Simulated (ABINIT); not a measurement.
# Cs (Im-3m) in ABINIT: a series of runs

One crystal, Cs, is run at these levels: LDA, PBEsol; tasks: single point.

Program: ABINIT 10.8.3 (patched build). These are calculated values, not measurements. Logs are shortened: lines on timing, memory, paths and dates and some standing lists are left out, and cuts for length are marked. The log counts tension as positive stress, the text compression.

## Step 1: The crystal as given

It takes space group Im-3m (No. 229, cubic). Conventional cell: a = 6.257 Å, b = 6.257 Å, c = 6.257 Å, α = 90.00°, β = 90.00°, γ = 90.00°.

## Step 2: Single point, LDA

The input, run.abi:

```
# Pseudopotentials
pp_dirpath "./"
pseudos "Cs_sc.hgh"

# Structure
acell 10.2397841865 10.2397841865 10.2397841865
rprim
    -0.5773502692     0.5773502692     0.5773502692
     0.5773502692    -0.5773502692     0.5773502692
     0.5773502692     0.5773502692    -0.5773502692
ntypat 1
znucl 55
natom 1
typat 1
xcart
     0.0000000000     0.0000000000     0.0000000000 Angstrom

# Plane-wave basis
ecut 32.0

# k points
kptopt 1
ngkpt 4 4 4
nshiftk 1
shiftk 0.0 0.0 0.0

# Exchange and correlation
ixc 7

# Bands and occupations
nband 9
occopt 3
tsmear 0.05 eV

# SCF cycle
nstep 100
tolvrs 1.0e-10

# Output
iomode 3
prtwf 0
prteig 0
prtebands 0
prtden 1
prtvha 1
prtvclmb 1
prtpot 1
prtelf 1
```

Potentials or basis: HGH LDA semicore.

Command:

```
> abinit run.abi > log 2>&1
```

run.abo:

```text
.Version 10.8.3 of ABINIT
 Symmetries : space group Im -3 m (#229); Bravais cI (body-center cubic)
================================================================================
 Values of the parameters that define the memory need of the present run
     intxc =       0    ionmov =       0      iscf =       7    lmnmax =       6
     lnmax =       6     mgfft =      54  mpssoang =       4    mqgrid =    3001
     natom =       1  nloc_mem =       1    nspden =       1   nspinor =       1
    nsppol =       1      nsym =      48    n1xccc =       0    ntypat =       1
    occopt =       3   xclevel =       1
       mpw =        7178          nfft =      157464          nkpt =           8
================================================================================
================================================================================

--------------------------------------------------------------------------------
------------- Echo of variables that govern the present computation ------------
--------------------------------------------------------------------------------
 -outvars: echo values of preprocessed input variables --------
            acell      1.0239784186E+01  1.0239784186E+01  1.0239784186E+01 Bohr
              amu      1.32905430E+02
             ecut      3.20000000E+01 Hartree
              ixc           7
         kptrlatt        4    0    0      0    4    0      0    0    4
          kptrlen      4.09591367E+01
            natom           1
            nband           9
            ngfft          54      54      54
             nkpt           8
            nstep         100
             nsym          48
           ntypat           1
           occopt           3
        prtebands           0
           prteig           0
           prtelf           1
           prtpot           1
         prtvclmb           1
           prtvha           1
            prtwf           0
            rprim     -5.7735026920E-01  5.7735026920E-01  5.7735026920E-01
                       5.7735026920E-01 -5.7735026920E-01  5.7735026920E-01
                       5.7735026920E-01  5.7735026920E-01 -5.7735026920E-01
          spgroup         229
           tolvrs      1.00000000E-10
           tsmear      1.83746611E-03 Hartree
            typat      1
            znucl       55.00000

================================================================================

 chkinp: Checking input parameters for consistency.

================================================================================
== DATASET  1 ==================================================================

--- !DatasetInfo
iteration_state: {dtset: 1, }
dimensions: {natom: 1, nkpt: 8, mband: 9, nsppol: 1, nspinor: 1, nspden: 1, mpw: 7178, }
cutoff_energies: {ecut:  32.0, pawecutdg:  -1.0, }
electrons: {nelect:   9.00000000E+00, charge:   0.00000000E+00, occopt:   3.00000000E+00, tsmear:   1.83746611E-03, }
meta: {optdriver: 0, ionmov: 0, optcell: 0, iscf: 7, paral_kgb: 0, }
...

 Exchange-correlation functional for the present dataset will be:
  LDA: Perdew-Wang 92 LSD fit to Ceperley-Alder data - ixc=7
  J.P.Perdew and Y.Wang, PRB 45, 13244 (1992)

 Real(R)+Recip(G) space primitive vectors, cartesian coordinates (Bohr,Bohr^-1):
 R(1)= -5.9119422  5.9119422  5.9119422  G(1)=  0.0000000  0.0845746  0.0845746
 R(2)=  5.9119422 -5.9119422  5.9119422  G(2)=  0.0845746  0.0000000  0.0845746
 R(3)=  5.9119422  5.9119422 -5.9119422  G(3)=  0.0845746  0.0845746  0.0000000
 Unit cell volume ucvol=  8.2651458E+02 bohr^3
 Angles (23,13,12)=  1.09471221E+02  1.09471221E+02  1.09471221E+02 degrees

 getcut: wavevector=  0.0000  0.0000  0.0000  ngfft=  54  54  54
         ecut(hartree)=     32.000   => boxcut(ratio)=   2.07092

--- Pseudopotential description ------------------------------------------------
- pspini: atom type   1  psp file is ./Cs_sc.hgh
    3    1    3    0      2001   0.00000      pspcod,pspxc,lmax,lloc,mmax,r2well

 pspatm : COMMENT -
  the projectors are not normalized,
  so that the KB energies are not consistent with
  definition in PRB44, 8503 (1991).
  However, this does not influence the results obtained hereafter.

   7.12660235E+02                                ecore*ucvol(ha*bohr**3)
--------------------------------------------------------------------------------

================================================================================

--- !BeginCycle
iteration_state: {dtset: 1, }
solver: {iscf: 7, nstep: 100, nline: 4, wfoptalg: 0, }
tolerances: {tolvrs: 1.00E-10, }
...

     iter   Etot(hartree)      deltaE(h)  residm     vres2
 ETOT  1  -20.184240794845    -2.018E+01 2.066E-01 1.617E+02
 ETOT  2  -20.231532794615    -4.729E-02 2.915E-02 2.192E+01
 ETOT  3  -20.231852758369    -3.200E-04 1.097E-02 6.101E+00
 ETOT  4  -20.231973064572    -1.203E-04 4.277E-03 2.171E-01
 ETOT  5  -20.231980054812    -6.990E-06 6.164E-03 1.798E-03
 ETOT  6  -20.231980290135    -2.353E-07 1.146E-03 7.432E-05
 ETOT  7  -20.231980317609    -2.747E-08 4.785E-04 1.441E-05
 ETOT  8  -20.231980322641    -5.032E-09 5.052E-04 2.365E-07
 ETOT  9  -20.231980323371    -7.298E-10 6.993E-05 2.926E-08
 ETOT 10  -20.231980323493    -1.216E-10 1.159E-04 5.807E-09
 ETOT 11  -20.231980323514    -2.076E-11 3.455E-05 2.686E-10
 ETOT 12  -20.231980323517    -3.258E-12 4.476E-05 2.372E-11

 At SCF step   12       vres2   =  2.37E-11 < tolvrs=  1.00E-10 =>converged.

 Compute ELF
--------------------------------------------------------------------------------

 Compute kinetic energy density

 Compute gradient of the electron density
 Electron Localization Function (ELF) [min:0;max:1]
)     Maximum=    8.9356E-01  at reduced coord.    0.8333    0.8333    0.8333
)     Minimum=    0.0000E+00  at reduced coord.    0.0000    0.0000    0.0000
   Integrated=    1.9469E+02

--------------------------------------------------------------------------------
 End of ELF section

 Cartesian components of stress tensor (hartree/bohr^3)
  sigma(1 1)=  1.29228286E-05  sigma(3 2)=  0.00000000E+00
  sigma(2 2)=  1.29228286E-05  sigma(3 1)=  0.00000000E+00
  sigma(3 3)=  1.29228286E-05  sigma(2 1)=  0.00000000E+00

--- !ResultsGS
iteration_state: {dtset: 1, }
comment   : Summary of ground state results
lattice_vectors:
- [ -5.9119422,   5.9119422,   5.9119422, ]
- [  5.9119422,  -5.9119422,   5.9119422, ]
- [  5.9119422,   5.9119422,  -5.9119422, ]
lattice_lengths: [  10.23978,   10.23978,   10.23978, ]
lattice_angles: [109.471, 109.471, 109.471, ] # degrees, (23, 13, 12)
lattice_volume:   8.2651458E+02
convergence: {deltae: -3.258E-12, res2:  2.372E-11, residm:  4.476E-05, diffor: null, }
etotal    :  -2.02319803E+01
entropy   :   0.00000000E+00
fermie    :  -3.03985723E-02
cartesian_stress_tensor: # hartree/bohr^3
- [  1.29228286E-05,   0.00000000E+00,   0.00000000E+00, ]
- [  0.00000000E+00,   1.29228286E-05,   0.00000000E+00, ]
- [  0.00000000E+00,   0.00000000E+00,   1.29228286E-05, ]
pressure_GPa:  -3.8020E-01
xred      :
- [  0.0000E+00,   0.0000E+00,   0.0000E+00, Cs]
cartesian_forces: # hartree/bohr
- [ -0.00000000E+00,  -0.00000000E+00,  -0.00000000E+00, ]
force_length_stats: {min:   0.00000000E+00, max:   0.00000000E+00, mean:   0.00000000E+00, }
...

 Integrated electronic density in atomic spheres:
 ------------------------------------------------
 Atom  Sphere_radius  Integrated_density
    1        2.00000          4.46202402
================================================================================

 ----iterations are completed or convergence reached----

 Mean square residual over all n,k,spin=   11.505E-07; max=  44.761E-06
 reduced coordinates (array xred) for    1 atoms
       0.000000000000      0.000000000000      0.000000000000
 rms dE/dt=  0.0000E+00; max dE/dt=  0.0000E+00; dE/dt below (all hartree)
    1       0.000000000000      0.000000000000      0.000000000000

 cartesian coordinates (angstrom) at end:
    1      0.00000000000000     0.00000000000000     0.00000000000000

 cartesian forces (hartree/bohr) at end:
    1     -0.00000000000000    -0.00000000000000    -0.00000000000000
 frms,max,avg= 0.0000000E+00 0.0000000E+00   0.000E+00  0.000E+00  0.000E+00 h/b

 cartesian forces (eV/Angstrom) at end:
    1     -0.00000000000000    -0.00000000000000    -0.00000000000000
 frms,max,avg= 0.0000000E+00 0.0000000E+00   0.000E+00  0.000E+00  0.000E+00 e/A
 length scales= 10.239784186500 10.239784186500 10.239784186500 bohr
              =  5.418660432385  5.418660432385  5.418660432385 angstroms
 Fermi (or HOMO) energy (hartree) =  -0.03040   Average Vxc (hartree)=  -0.19538
 Eigenvalues (hartree) for nkpt=   8  k points:
 kpt#   1, nband=  9, wtk=  0.01563, kpt=  0.0000  0.0000  0.0000 (reduced coord)
  -0.91228   -0.42159   -0.42159   -0.42159   -0.09024    0.05721    0.05721    0.05721
   0.08838
      occupation numbers for kpt#   1
   2.00000    2.00000    2.00000    2.00000    2.00000    0.00000    0.00000    0.00000
   0.00000
 prteigrs : prtvol=0 or 1, do not print more k-points.

--- !EnergyTerms
iteration_state     : {dtset: 1, }
comment             : Components of total free energy in Hartree
kinetic             :  5.29893772016275E+00
hartree             :  5.16010809886769E+00
xc                  : -3.08638173108335E+00
Ewald energy        : -1.24653583205268E+01
psp_core            :  8.62247624506324E-01
local_psp           : -1.47787884203620E+01
non_local_psp       : -1.22157324123019E+00
internal            : -2.02308082696655E+01
'-kT*entropy'       : -1.17205385131416E-03
total_energy        : -2.02319803235169E+01
total_energy_eV     : -5.50540231104305E+02
band_energy         : -4.41348847875718E+00
...

 Cartesian components of stress tensor (hartree/bohr^3)
  sigma(1 1)=  1.29228286E-05  sigma(3 2)=  0.00000000E+00
  sigma(2 2)=  1.29228286E-05  sigma(3 1)=  0.00000000E+00
  sigma(3 3)=  1.29228286E-05  sigma(2 1)=  0.00000000E+00

-Cartesian components of stress tensor (GPa)         [Pressure= -3.8020E-01 GPa]
- sigma(1 1)=  3.80202745E-01  sigma(3 2)=  0.00000000E+00
- sigma(2 2)=  3.80202745E-01  sigma(3 1)=  0.00000000E+00
- sigma(3 3)=  3.80202745E-01  sigma(2 1)=  0.00000000E+00

== END DATASET(S) ==============================================================
================================================================================

 -outvars: echo values of variables after computation  --------
            acell      1.0239784186E+01  1.0239784186E+01  1.0239784186E+01 Bohr
           etotal     -2.0231980324E+01
            fcart     -0.0000000000E+00 -0.0000000000E+00 -0.0000000000E+00
            rprim     -5.7735026920E-01  5.7735026920E-01  5.7735026920E-01
                       5.7735026920E-01 -5.7735026920E-01  5.7735026920E-01
                       5.7735026920E-01  5.7735026920E-01 -5.7735026920E-01
           strten      1.2922828634E-05  1.2922828634E-05  1.2922828634E-05
                       0.0000000000E+00  0.0000000000E+00  0.0000000000E+00
 Calculation completed.
```

Run time: 16 s. Hardware: 1 thread of Intel Xeon Platinum 8488C (Sapphire Rapids), shared host; peak memory 0.09 GiB.

Results:

```
Free energy                                           : -550.5402 eV
Pressure                                              : -0.4 GPa
Band gap on the k mesh                                : none (metal or under the smearing width)
Valence electrons inside the program's atomic spheres : Cs 4.46 (radii [1.0584] Å)
```

Caveat: HGH potentials are hard and often keep d shells in the core, so these values are rough. The run has no spin-orbit coupling, so splittings on Cs are missing.

## Step 3: Single point, PBEsol

The input, run.abi:

```
pp_dirpath "./"
pseudos "Cs.upf"

acell 3*1.0 Angstrom
rprim
    -3.1284650614     3.1284650614     3.1284650614
     3.1284650614    -3.1284650614     3.1284650614
     3.1284650614     3.1284650614    -3.1284650614
ntypat 1
znucl 55
natom 1
typat 1
xred
     0.0000000000     0.0000000000     0.0000000000

ecut 517.016339 eV

kptopt 1
ngkpt 4 4 4
nshiftk 1
shiftk 0.0 0.0 0.0

ixc -116133

nband 9
occopt 3
tsmear 0.05 eV

nstep 100
tolvrs 1.0e-10

iomode 3
prtwf 0
prteig 0
prtebands 0
enunit 1
prtvol 2
prtden 1
prtvha 1
prtvclmb 1
prtpot 1
prtelf 1
```

Potentials or basis: PseudoDojo NC SR PBEsol v0.4.1 standard.

Command:

```
> abinit run.abi > log 2>&1
```

Run time: 14 s. Hardware: 1 thread of Intel Xeon Platinum 8488C (Sapphire Rapids), shared host; peak memory 0.08 GiB.

Results (log left out):

```yaml
Free_energy: -635.9100 eV
Pressure: -0.2 GPa
Band_gap_on_the_k_mesh: none (metal or under the smearing width)
Valence_electrons_inside_the_program's_atomic_spheres: Cs 4.47 (radii [1.0584] Å)
```

Levels at points of the mesh, in eV from the Fermi level:
```tsv
k point	band 1	band 2	band 3	band 4	band 5	band 6	band 7	band 8	band 9
(0.00, 0.00, 0.00)	-23.90	-10.62	-10.62	-10.62	-1.62	2.46	2.46	2.46	3.29
(0.50, 0.00, 0.00)	-23.90	-10.74	-10.66	-10.62	0.05	0.80	1.65	3.09	3.71
(0.50, 0.50, 0.50)	-23.90	-10.70	-10.70	-10.70	0.71	0.71	2.83	2.83	2.83
```

Caveat: the cutoff is short for stress, so the pressure is rough. Spin-orbit coupling is left out, which matters for the levels of Cs.
